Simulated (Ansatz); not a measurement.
# ZnS (Wurtzite-6H) (P6_3mc) in Ansatz: band structure with BLYP

Aim: the band structure of ZnS (Wurtzite-6H) with BLYP.

Everything below comes from runs of Ansatz 0.2.0. Logs are shortened: lines on timing, memory, paths and dates and some standing lists are left out, and cuts for length are marked.

**Experimental background.**

From a printed reference work, monograph, for a bulk crystal of ZnS at 4 K: band gap 3.911 eV (direct).

The results are compared with them further down.

### Step 1. The crystal as given

It takes space group P6_3mc (No. 186, hexagonal). Conventional cell: a = 3.812 Å, b = 3.812 Å, c = 18.690 Å, α = 90.00°, β = 90.00°, γ = 120.00°. Zn (site symmetry 3m) has 4 S at 2.33 to 2.34 Å as nearest neighbours. Around Zn (site symmetry 3m) lie 4 S at 2.33 to 2.34 Å. Around Zn (site symmetry 3m) lie 4 S at 2.33 to 2.34 Å. Around S (site symmetry 3m) lie 4 Zn at 2.33 to 2.34 Å. Around S (site symmetry 3m) lie 4 Zn at 2.33 to 2.34 Å. Around S (site symmetry 3m) lie 4 Zn at 2.33 to 2.34 Å.

### Step 2. Band structure, BLYP

File input.yaml:

```yaml
crystal:
  lattice:
    - [3.812, 0.0, 0.0]
    - [-1.906, 3.3012888392, 0.0]
    - [0.0, 0.0, 18.68999]
  atoms:
    - { symbol: Zn, position: [0.3333333333, 0.6666666667, 0.83333] }
    - { symbol: Zn, position: [0.6666666667, 0.3333333333, 0.33333] }
    - { symbol: Zn, position: [0.6666666667, 0.3333333333, 0.66667] }
    - { symbol: Zn, position: [0.3333333333, 0.6666666667, 0.16667] }
    - { symbol: Zn, position: [0.0, 0.0, 0.5] }
    - { symbol: Zn, position: [0.0, 0.0, 0.0] }
    - { symbol: S, position: [0.3333333333, 0.6666666667, 0.95833] }
    - { symbol: S, position: [0.6666666667, 0.3333333333, 0.45833] }
    - { symbol: S, position: [0.6666666667, 0.3333333333, 0.79167] }
    - { symbol: S, position: [0.3333333333, 0.6666666667, 0.29167] }
    - { symbol: S, position: [0.0, 0.0, 0.625] }
    - { symbol: S, position: [0.0, 0.0, 0.125] }
hamiltonian:
  xc: blyp
  pseudopotentials: { kind: paw }
kpoints:
  mp_grid: { grid: [8, 8, 2] }
  band_path:
    path:
      - [[0.0, 0.0, 0.0], [0.5, 0.0, 0.0], [0.3333333333, 0.3333333333, 0.0], [0.0, 0.0, 0.0], [0.0, 0.0, 0.5], [0.5, 0.0, 0.5], [0.3333333333, 0.3333333333, 0.5], [0.0, 0.0, 0.5]]
      - [[0.5, 0.0, 0.5], [0.5, 0.0, 0.0]]
      - [[0.3333333333, 0.3333333333, 0.0], [0.3333333333, 0.3333333333, 0.5]]
    npoints: 10
scf:
  occupations: { method: fermi_dirac, width: 0.05 }
  n_extra_bands: 30
output:
  forces: true
  stress: true
  eigenvalues: true
  fatbands: false
```

Potentials or basis: Ansatz PAW.

The run is started by

```console
$ ansatz run input.yaml --threads 4 --pin off --max-ram 11264MiB --backend cpu --events-out ev --progress --plain --runs-dir out
```

Log:

```text
Warning: RAYON_NUM_THREADS=4 ignored (pool sized by the plan → 4); use --threads N
scf.n_extra_bands = 30 over 54 filled bands (N_el = 108.0): the run solves 84 bands
Engine: ansatz 0.2.0, x86_64-unknown-linux-gnu
Pseudopotentials: kind: paw
Pseudopotential: Zn, paw, valence charge 12, recommended cutoff 420 eV (normal), Zn.paw.azcp
Pseudopotential: S, paw, valence charge 6, recommended cutoff 420 eV (normal), S.paw.azcp
Functional definition: BLYP
  parameter beta = 0.0042
  parameter a = 0.04918
  parameter b = 0.132
  parameter c = 0.2533
  parameter d = 0.349
  exchange = b88_x(beta = beta)
  correlation = lyp_c(a = a, b = b, c = c, d = d)
Crystal: 12 atoms, lattice volume = 235.204 Å³
Basis set: ecut = 420 eV, 4611 PW (Γ), exchange–correlation on 54×54×250 points (8 copies of the dense FFT grid, shifted against one another)
Bands: 84, of which v1, the nominal top of the filled ones, is band 54 counted from 1 (53 counted from 0)
Symmetry: 12 space group operations
Space group: P63mc (ITA 186), of the structure as read, at distance tolerance 6.2e-5 Å
k-points: 20 of 128
Non-local potential: Zn, projectors of the file, l = 0: 2, l = 1: 2, l = 2: 3, l = 3: 1
Non-local potential: S, projectors of the file, l = 0: 2, l = 1: 2, l = 2: 2
PAW form: soft (Blöchl's): semilocal exchange-correlation on the pseudo side does not see the compensation charge
PAW frozen core: Zn, regenerated for the run's functional, and the local potential with it (the file was generated under x = pbe(κ = 0.804, μ = 0.2195149727645171), c = pbe(β = 0.06672455060314922))
PAW frozen core: S, regenerated for the run's functional, and the local potential with it (the file was generated under x = pbe(κ = 0.804, μ = 0.2195149727645171), c = pbe(β = 0.06672455060314922))
PAW one-centre angular grid: Zn, 590 points (default); XC on 64 Gauss nodes
PAW one-centre angular grid: S, 110 points (default); XC on 64 Gauss nodes
Initial density: superposition of atomic densities (neutral atoms: chi_scale 0, normalization atom), corrected by the library's trained network
Initial wavefunctions: pseudopotential atomic-orbital guess
Functional: x = b88, c = lyp
SCF iter   1: F=—  HF=-25420.783117 eV  |F-HF|=—  |Δ(HF+E_count)|=         —  Δρ=6.11e-3  dr2=1.04e-1  ethr=1.77e-3  ⟨swp⟩=7.1  Hψ=8221  notcnv=0  defer=132
preconditioner: auto → Resta (q_TF=auto, 2.396 Å⁻¹)  ε∞=4.6  [insulator: Δε(μ)=2.193 eV  Ē_g=13.204 eV  σ=0.050 eV  W_gap=1.00  n_scr=68 (ndim 8)  ℏωp=25.2 eV  f_vac=0.030  D(μ)=0.00/eV (n_scr^D=0)  ε∞_Penn≈4.6]
SCF iter   2: F=—  HF=-25420.751177 eV  |F-HF|=—  |Δ(HF+E_count)|=   3.19e-2  Δρ=2.48e-3  dr2=1.76e-2  ethr=9.65e-5  ⟨swp⟩=2.0  Hψ=2254  notcnv=0  defer=433
SCF iter   3: F=—  HF=-25420.745422 eV  |F-HF|=—  |Δ(HF+E_count)|=   5.75e-3  Δρ=9.76e-4  dr2=1.57e-3  ethr=1.63e-5  ⟨swp⟩=2.0  Hψ=2280  notcnv=0  defer=433
SCF iter   4: F=—  HF=-25420.745138 eV  |F-HF|=—  |Δ(HF+E_count)|=   2.84e-4  Δρ=4.82e-4  dr2=6.07e-4  ethr=1.45e-6  ⟨swp⟩=2.0  Hψ=2182  notcnv=0  defer=433
SCF iter   5: F=—  HF=-25420.744843 eV  |F-HF|=—  |Δ(HF+E_count)|=   2.95e-4  Δρ=1.56e-4  dr2=3.34e-5  ethr=5.62e-7  ⟨swp⟩=2.0  Hψ=2178  notcnv=0  defer=433
SCF iter   6: F=—  HF=-25420.744728 eV  |F-HF|=—  |Δ(HF+E_count)|=   1.15e-4  Δρ=3.11e-5  dr2=3.04e-6  ethr=3.09e-8  ⟨swp⟩=2.0  Hψ=2264  notcnv=0  defer=433
SCF iter   7: F=—  HF=-25420.744728 eV  |F-HF|=—  |Δ(HF+E_count)|=   3.70e-7  Δρ=1.13e-5  dr2=2.20e-7  ethr=2.82e-9  ⟨swp⟩=2.0  Hψ=2147  notcnv=0  defer=433
SCF iter   8: F=-25420.744728 eV  HF=-25420.744728 eV  |F-HF|=3.93e-9  |Δ(HF+E_count)|=   1.26e-7  Δρ=2.46e-6  dr2=1.91e-8  ethr=9.26e-11  ⟨swp⟩=11.6  Hψ=9102  notcnv=0
SCF 1 converged in 8 iterations: F = -25420.744728 eV  dr2 = 1.91e-8
NSCF: frozen V_eff on 93 k-points
SCF converged after 8 iterations
Free energy (F): -25420.744728 eV
Harris-Foulkes:  -25420.744728 eV  (|F-HF|=3.93e-9)
Internal energy: -25420.744728 eV  (E = F + TS)
E sigma→0 (E₀):  -25420.744728 eV
Fermi energy:    7.348903 eV
--- Per-component energies (eV) ---
  E_band       = 71.197332
  E_kinetic    = 1440.736658
  E_local      = -12231.067711  (includes V_loc(G=0)·N_el)
  E_nonlocal   = 3846.428151
  E_hartree    = 5124.413177
  E_xc         = -1396.610061
  E_vxc        = -821.337247  (∫ρ·V_xc dr)
  E_paw        = -14670.980876  (= ΣΔE_a)
  E_vpaw       = -2412.379912  (= ΣTr[D̂ρ^β])
  E_aug_tail   = -0.002253  (compensation charges beyond the density's cutoff)
  E_ewald      = -7533.374756
  E_core_change = -0.287058  (= ΣΔE_core)
  E_smearing   = -0.000000  (= −TS)
  E_closure    = -0.000000  (closes the sum)
  Σ components = -25420.744728   (vs F -25420.744728, Δ=0.00e0)
--- Forces (eV/Å), atoms counted from 1 ---
  atom   1  Zn     0.00000000    -0.00000000     0.00381375
  atom   2  Zn     0.00000000     0.00000000     0.00381375
  atom   3  Zn    -0.00000000    -0.00000000     0.02155116
  atom   4  Zn    -0.00000000     0.00000000     0.02155116
  atom   5  Zn    -0.00000000     0.00000000    -0.00587824
  atom   6  Zn    -0.00000000    -0.00000000    -0.00587824
  atom   7  S      0.00000000     0.00000000    -0.03781368
  atom   8  S     -0.00000000    -0.00000000    -0.03781368
  atom   9  S      0.00000000     0.00000000    -0.00711021
  atom  10  S      0.00000000    -0.00000000    -0.00711021
  atom  11  S     -0.00000000     0.00000000     0.02543862
  atom  12  S     -0.00000000    -0.00000000     0.02543862
  max |Σ_I F_I| component: 2.78e-6 eV/Å
--- Stress (GPa, compression-positive) ---
        5.951734       0.000000      -0.000000
        0.000000       5.951734       0.000000
       -0.000000      -0.000000       6.063262
  P = ⅓ Tr σ = 5.9889 GPa (59.889 kbar)
--- Band table (eV; the first three rows and the last of 20) ---
  k-point 0: bands = ["-6.9345", "-6.7355", "-6.7280", "-6.2775", "-6.2700", "-6.0100", "-0.2167", "-0.2137", "-0.2137", "-0.2132", "-0.2033", "-0.1938", "-0.1938", "-0.1759", "-0.1759", "-0.1394", "-0.1394", "-0.1257", "-0.1257", "-0.1098", "-0.1098", "-0.0452", "-0.0383", "0.2535", "0.2535", "0.2569", "0.2569", "0.2722", "0.2722", "0.2774", "0.2774", "0.2948", "0.2948", "0.3045", "0.3045", "0.4774", "0.9520", "2.3282", "2.3368", "4.5293", "4.5470", "5.3650", "5.3650", "5.5566", "5.5566", "5.5683", "5.5683", "5.9898", "5.9898", "6.0000", "6.0000", "6.2146", "6.2379", "6.2379", "8.3828", "9.4365", "9.4874", "9.5682", "9.5821", "9.7289", "12.5842", "12.6049", "12.6049", "12.6712", "12.7097", "12.8357", "12.8357", "13.0462", "13.0462", "13.1565", "13.1565", "13.4264", "13.4264", "13.5640", "13.5640", "14.1018", "14.2177", "15.3888", "16.8279", "16.8279", "17.1759", "17.1759", "17.8230", "17.8230"]
  k-point 1: bands = ["-6.8816", "-6.8816", "-6.5127", "-6.5127", "-6.0834", "-6.0834", "-0.2172", "-0.2172", "-0.2067", "-0.2067", "-0.2067", "-0.2067", "-0.1636", "-0.1636", "-0.1574", "-0.1574", "-0.1574", "-0.1574", "-0.1151", "-0.1151", "-0.1151", "-0.1151", "0.2042", "0.2042", "0.2554", "0.2554", "0.2554", "0.2554", "0.2739", "0.2739", "0.2739", "0.2739", "0.3004", "0.3004", "0.3004", "0.3004", "1.4513", "1.4513", "3.3920", "3.3920", "5.4169", "5.4169", "5.4169", "5.4169", "5.6294", "5.6294", "5.7713", "5.7713", "5.7713", "5.7713", "6.1706", "6.1706", "6.1706", "6.1706", "8.8594", "8.8594", "9.5055", "9.5055", "9.7568", "9.7568", "12.6117", "12.6117", "12.6921", "12.6921", "12.6921", "12.6921", "13.1376", "13.1376", "13.1376", "13.1376", "13.1982", "13.1982", "13.4854", "13.4854", "13.4854", "13.4854", "15.0350", "15.0350", "17.0456", "17.0456", "17.0456", "17.0456", "17.6852", "17.6852"]
  k-point 2: bands = ["-6.8305", "-6.6399", "-6.6323", "-6.2043", "-6.1969", "-5.9528", "-0.2268", "-0.2224", "-0.2075", "-0.1965", "-0.1931", "-0.1710", "-0.1617", "-0.1532", "-0.1524", "-0.1346", "-0.1250", "-0.1115", "-0.1033", "-0.0977", "-0.0790", "-0.0305", "-0.0200", "0.2386", "0.2456", "0.2481", "0.2562", "0.2584", "0.2684", "0.2713", "0.2849", "0.2920", "0.2994", "0.3081", "0.3093", "0.5091", "1.1008", "2.3733", "2.3810", "4.2755", "4.3004", "4.6211", "4.8976", "4.9164", "5.1237", "5.2953", "5.3427", "5.3502", "5.5015", "5.5895", "5.8312", "5.8388", "6.0858", "6.1098", "9.1664", "9.9918", "10.1215", "10.1634", "10.2279", "10.4089", "11.9528", "12.0151", "12.3408", "12.7346", "12.8698", "12.8940", "12.9346", "13.1332", "13.1622", "13.2064", "13.3300", "13.5995", "13.6392", "13.8512", "13.8835", "14.0823", "14.2504", "15.1755", "15.9146", "16.3095", "16.7531", "17.0558", "17.1564", "17.3863"]
  k-point 19: bands = ["-5.8520", "-5.8520", "-5.7904", "-5.7904", "-5.7326", "-5.7326", "-0.1329", "-0.1329", "-0.0996", "-0.0996", "-0.0507", "-0.0507", "-0.0246", "-0.0246", "0.0075", "0.0075", "0.0568", "0.0568", "0.1555", "0.1555", "0.1825", "0.1825", "0.2219", "0.2219", "0.2547", "0.2547", "0.2769", "0.2769", "0.2947", "0.2947", "0.4995", "0.4995", "0.5402", "0.5402", "0.6031", "0.6031", "1.4299", "1.4299", "1.6380", "1.6380", "1.7794", "1.7794", "3.0361", "3.0361", "3.3672", "3.3672", "3.7656", "3.7656", "4.2192", "4.2192", "4.5868", "4.5868", "4.8387", "4.8387", "10.7159", "10.7159", "11.0359", "11.0359", "11.3799", "11.3799", "12.1574", "12.1574", "12.4335", "12.4335", "12.9457", "12.9457", "13.5625", "13.5625", "14.2890", "14.2890", "14.8041", "14.8041", "15.1863", "15.1863", "15.8640", "15.8640", "16.0510", "16.0510", "16.8488", "16.8488", "17.3313", "17.3313", "17.5527", "17.5527"]
```

Wall time 32 s (4 threads of Intel Xeon at 2.70GHz, shared host); peak memory 1.4 GiB.

Results:

| Property | Result |
| --- | --- |
| Free energy | -25420.7447 eV |
| Pressure | 6.0 GPa |
| Largest force | 0.038 eV/Å |
| Band gap on the k mesh | 2.14 eV, direct |
| Band gap along the path | 2.14 eV, direct |

Forces in eV/Å, atoms in the order of the input:
```
Zn   0.000  0.000  0.004
Zn   0.000  0.000  0.004
Zn   0.000  0.000  0.022
Zn   0.000  0.000  0.022
Zn   0.000  0.000 -0.006
Zn   0.000  0.000 -0.006
S    0.000  0.000 -0.038
S    0.000  0.000 -0.038
S    0.000  0.000 -0.007
S    0.000  0.000 -0.007
S    0.000  0.000  0.025
S    0.000  0.000  0.025
```

Levels at the corners of the path, in eV from the valence-band top:
| point | band 52 | band 53 | band 54 | band 55 | band 56 | band 57 |
| --- | --- | --- | --- | --- | --- | --- |
| Γ | -0.02 | 0.00 | 0.00 | 2.14 | 3.20 | 3.25 |
| M | -1.25 | -1.08 | -0.87 | 3.45 | 3.63 | 3.70 |
| K | -1.52 | -1.47 | -1.47 | 4.49 | 4.49 | 4.49 |
| Γ | -0.02 | 0.00 | 0.00 | 2.14 | 3.20 | 3.25 |
| A | -0.07 | -0.07 | -0.07 | 2.62 | 2.62 | 3.27 |
| L | -1.20 | -0.98 | -0.98 | 3.42 | 3.42 | 3.90 |
| H | -1.68 | -1.54 | -1.54 | 4.73 | 4.73 | 4.80 |
| A | -0.07 | -0.07 | -0.07 | 2.62 | 2.62 | 3.27 |
| L | -1.20 | -0.98 | -0.98 | 3.42 | 3.42 | 3.90 |
| M | -1.25 | -1.08 | -0.87 | 3.45 | 3.63 | 3.70 |
| K | -1.52 | -1.47 | -1.47 | 4.49 | 4.49 | 4.49 |
| H | -1.68 | -1.54 | -1.54 | 4.73 | 4.73 | 4.80 |

Caveat: the cell's inner coordinates are idealised or old, which leaves forces on the atoms; the PAW data sets come from PBE, with cores solved anew for the run's functional, which leaves a small shift of forces and pressure.

### Step 3. Comparison with measurements

Step 2. Measured gap of ZnS: 3.911 eV (direct; 4 K; a printed reference work, monograph). This calculation gives 2.14 eV (-1.77 eV). The value is that of BLYP, without temperature or zero-point motion. Semilocal functionals fall short of measured gaps as a rule.
